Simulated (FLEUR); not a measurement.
Fe:

```
Fe
1.0
     0.00000    1.94174    1.96511
     1.49844    0.00000    1.96511
     1.49844    1.94174    0.00000
Fe
1
Cartesian
  0.0000 0.0000 0.0000
```

Base run:

| Quantity | Value |
| --- | --- |
| Program | FLEUR MaX-R8.1 (later development tree) |
| Functional | PBEsol |
| Potentials or basis | all-electron |
| Basis | FLAPW |
| Kmax | 4.56 1/bohr |
| k mesh | 13 × 13 × 13 |
| Occupations | fermi-dirac, width 0.05 eV |
| Spin | collinear spin, ferromagnetic start |
| Starting moments | [3.0] μB |

Its results: net moment 2.18 μB per cell; site moments Fe +2.22 μB.

Question: The run is repeated on the same cell with these changes: functional from PBEsol to r2SCAN. What comes out?

Answer: Net moment 2.64 μB per cell; site moments Fe +2.79 μB.

Caveats: the meta-GGA is that of a development version, with a GGA for the radial functions and cores and without core tails (some runs).
